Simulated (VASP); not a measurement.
A run of VASP 6.6.1 is set up as follows.

File POSCAR:

```
ZnO
1.0
    0.0000000000      2.0575947932      2.2385035435
    2.0575947932      0.0000000000      2.2385035435
    2.0575947932      2.0575947932      0.0000000000
Zn O
1 1
Direct
    0.0000000000      0.0000000000      0.0000000000
    0.5000000000      0.5000000000      0.5000000000
```

The input INCAR.step1:

```
PREC = Accurate
ENCUT = 520
ISMEAR = 0
SIGMA = 0.01
LREAL = F
LASPH = T
NELM = 100
NBANDS = 16
GGA = PE
ALGO = Normal
EDIFF = 1E-4
LWAVE = T
LCHARG = F
```

INCAR.step2

```
PREC = Accurate
ENCUT = 520
EDIFF = 1E-6
ISMEAR = 0
SIGMA = 0.01
LREAL = F
LASPH = T
NELM = 100
ALGO = Normal
ISIF = 2
LWAVE = F
LCHARG = F
METAGGA = R2SCAN
LMIXTAU = T
NBANDS = 16
ISTART = 1
```

Contents of KPOINTS:

```
Automatic mesh
0
Gamma
  10 10 10
```

Potentials or basis: VASP PAW PBE potentials, release 64 (Zn, O).

Command:

```bash
$ cat potpaw_PBE.64/Zn/POTCAR potpaw_PBE.64/O/POTCAR > POTCAR
$ cp INCAR.step1 INCAR
$ mpirun -np 1 vasp_std > vasp.out
$ cp INCAR.step2 INCAR
$ mpirun -np 1 vasp_std > vasp.out
```

(1) Estimate the band gap on the k mesh.

(2) What does it give for the pressure?

Results:

(1) 1.44 eV, indirect (least direct gap 3.08 eV).

(2) 8.8 GPa.

Caveat: the PAW data sets were made with another functional, which shifts forces and pressure a little.
